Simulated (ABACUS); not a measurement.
Runs of ABACUS 3.10.1 on ZrB2. The structure is hexagonal, space group P6/mmm (No. 191). Conventional cell: a = 3.170 Å, b = 3.170 Å, c = 3.533 Å, α = 90.00°, β = 90.00°, γ = 120.00°. Zr (site symmetry 6/mmm) is surrounded by 12 B at 2.54 Å. B (site symmetry -6m2) has 3 B at 1.83 Å as nearest neighbours. 

| task | potentials or basis | cell | gap on the mesh (eV) | pressure (GPa) | V0 of scaled cells (Å³/atom) | B0 (GPa) |
| --- | --- | --- | --- | --- | --- | --- |
| single point | PseudoDojo NC SR 0.4.1 PBE standard, DZP LCAO (the cutoffs set its grid) | atoms moved at random, drawn with an rms of 0.05 Å | none | 2.4 | - | - |
| single point | PseudoDojo NC SR 0.4.1 PBE standard, TZDP LCAO (the cutoffs set its grid) | as given | none | 1.0 | - | - |
| single point | PseudoDojo NC SR 0.4.1 PBE standard, DZP LCAO (the cutoffs set its grid) | as given | none | 1.4 | - | - |
| equation of state | PseudoDojo NC SR 0.4.1 PBE standard, TZDP LCAO (the cutoffs set its grid) | as given | - | - | (a) | 238 |
| equation of state | PseudoDojo NC SR 0.4.1 PBE standard, DZP LCAO (the cutoffs set its grid) | as given | - | - | 10.31 | 238 |

Alike in all rows: level PBE; no spin polarisation; k mesh 10 × 10 × 8; cutoff (eV) 1361; smearing fermi-dirac 0.05 eV.

Fill in the values left out.

(a) 10.29.

Caveats: the atomic orbitals were generated for these runs and aren't a published set; the basis of atomic orbitals isn't converged, which shifts pressures, moduli and gaps; the cell was scaled at fixed shape and fractional positions, which overstates the stiffness of a crystal with free parameters, most of all of layers and chains (some runs).

A k mesh can miss the band edges, and the runs leave out spin-orbit coupling on Zr.

A gap of «none» marks a metal or a gap under the smearing width.
